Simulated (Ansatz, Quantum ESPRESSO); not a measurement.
# Ga2O3: programs and potentials compared

```
CELL_PARAMETERS angstrom
6.10700 -1.51855 0.00000
6.10700 1.51855 0.00000
-1.38599 0.00000 5.63001
ATOMIC_POSITIONS crystal
Ga 0.34134 0.34134 0.68598
Ga 0.65866 0.65866 0.31402
Ga 0.90950 0.90950 0.20540
Ga 0.09050 0.09050 0.79460
O 0.50410 0.50410 0.74340
O 0.49590 0.49590 0.25660
O 0.82670 0.82670 0.43680
O 0.17330 0.17330 0.56320
O 0.83550 0.83550 0.89020
O 0.16450 0.16450 0.10980
```

Alike in all runs: task band structure; functional PBE; k mesh 9 × 9 × 5; occupations fermi-dirac, width 0.05 eV; no spin polarisation; no spin-orbit coupling. Pressure is positive in compression and, in plane waves, holds the error of the finite cutoff, which Ansatz's Pulay term estimates and takes out. Gaps are the smaller of the mesh's and the band path's.

| program and potentials | plane-wave cutoff (eV) | notes | band gap (eV) | pressure (GPa) | largest force (eV/Å) |
| --- | --- | --- | --- | --- | --- |
| Ansatz, Ansatz PAW polarizable | 420 | 8.8 valence electrons an atom on average; Pulay term of +0.77 GPa included | 2.44 | 9.55 | 0.219 |
| Ansatz, Ansatz PAW | 420 | 8.8 valence electrons an atom on average; Pulay term of +0.77 GPa included | 2.44 | 9.56 | 0.219 |
| Ansatz, SSSP efficiency PAW | 952 | 8.8 valence electrons an atom on average; Pulay term of +0.86 GPa included | 2.44 | 10.04 | 0.229 |
| Ansatz, PseudoDojo standard (PBE files) | 1143 | 8.8 valence electrons an atom on average; Pulay term of +0.05 GPa included | 2.47 | 9.26 | 0.205 |
| Ansatz, Ansatz PAW (files of its older set among them) | 1020 | 12 valence electrons an atom on average | 2.45 | 9.45 | 0.218 |
| Quantum ESPRESSO, GBRV 1.5 PBE | 612 | 11.2 valence electrons an atom on average | 2.47 | 9.61 | 0.244 |

Force on atom 9 (O), eV/Å:

```
                                program and potentials       x      y      z
                        Ansatz, Ansatz PAW polarizable  -0.205  0.000  0.077
                                    Ansatz, Ansatz PAW  -0.205  0.000  0.077
                           Ansatz, SSSP efficiency PAW  -0.219  0.000  0.067
               Ansatz, PseudoDojo standard (PBE files)  -0.190  0.000  0.077
Ansatz, Ansatz PAW (files of its older set among them)  -0.202  0.000  0.083
                        Quantum ESPRESSO, GBRV 1.5 PBE  -0.231  0.000  0.077
```

The band gap spans 2.44 (Ansatz, SSSP efficiency PAW) to 2.47 eV (Ansatz, PseudoDojo standard (PBE files)). The pressure spans 9.26 (Ansatz, PseudoDojo standard (PBE files)) to 10.04 GPa (Ansatz, SSSP efficiency PAW). The paths' points differ, which is worth about 0.01 eV.

Differences between rows come from potentials, basis sets and numerical settings, since the functional is the same but for its coding. Runs on potential files found faulty are left out.
